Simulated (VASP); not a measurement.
Write the native input for VASP 6.6.1 that does the following.

```
Task                   : relaxation of the atoms
Functional             : LDA
Potentials or basis    : VASP PAW LDA potentials, release 64 (Cu)
Cutoff                 : 520 eV
k mesh                 : 18 × 18 × 1
Occupations            : methfessel-paxton, width 0.2 eV
Spin                   : no spin polarisation
Further INCAR settings : ALGO = Normal; EDIFF = 1e-06; IBRION = 2; EDIFFG = -0.01; NSW = 40
```

The structure of Cu lies in POSCAR:

```
Cu
1.0
    2.4911371901      0.0000000000      0.0000000000
    0.0000000000      2.4911371901      0.0000000000
    0.0000000000      0.0000000000     29.0920000000
Cu
9
Direct
    0.0000000000      0.0000000000      0.2578028324
    0.5000000000      0.5000000000      0.3183521243
    0.0000000000      0.0000000000      0.3789014162
    0.5000000000      0.5000000000      0.4394507081
    0.0000000000      0.0000000000      0.5000000000
    0.5000000000      0.5000000000      0.5605492919
    0.0000000000      0.0000000000      0.6210985838
    0.5000000000      0.5000000000      0.6816478757
    0.0000000000      0.0000000000      0.7421971676
```

The cell was built by a generator and needn't be a form met in nature.

These files were run (other wordings do the same):

INCAR

```
SYSTEM = Cu
ALGO     = Normal         ! electronic algorithm
EDIFF    = 1E-6           ! SCF threshold, eV
EDIFFG   = -0.01          ! ionic threshold
ENCUT    = 520            ! plane-wave cutoff, eV
GGA      = CA             ! functional
IBRION   = 2              ! ionic algorithm
ISIF     = 2              ! what is computed and relaxed
ISMEAR   = 1              ! smearing method
KPAR     = 8            
LASPH    = .True.         ! aspherical terms in the spheres
LCHARG   = .False.        ! write CHGCAR
LREAL    = .False.        ! projectors in reciprocal space
LWAVE    = .False.        ! write WAVECAR
NELM     = 80             ! most SCF steps
NSW      = 40             ! ionic steps
PREC     = Accurate       ! precision mode
SIGMA    = 0.2            ! smearing width, eV
```

KPOINTS

```
k-points
0
Gamma
  18 18 1
  0 0 0
```

Potentials or basis: VASP PAW LDA potentials, release 64 (Cu).

The run is started by

```console
$ cat potpaw_LDA.64/Cu/POTCAR > POTCAR
$ mpirun -np 8 vasp_std > vasp.out
```

Results of the run:

The energy gained by relaxing is 1.4 meV/atom and the ionic steps are 7. The largest force after relaxing is 0.008 eV/Å. The band gap on the k mesh is none (metal or under the smearing width).

Run time: 8.1 min on 8 MPI ranks on Intel(R) Xeon(R) Platinum 8488C (Sapphire Rapids), on a shared host, peak memory 0.54 GiB a rank.
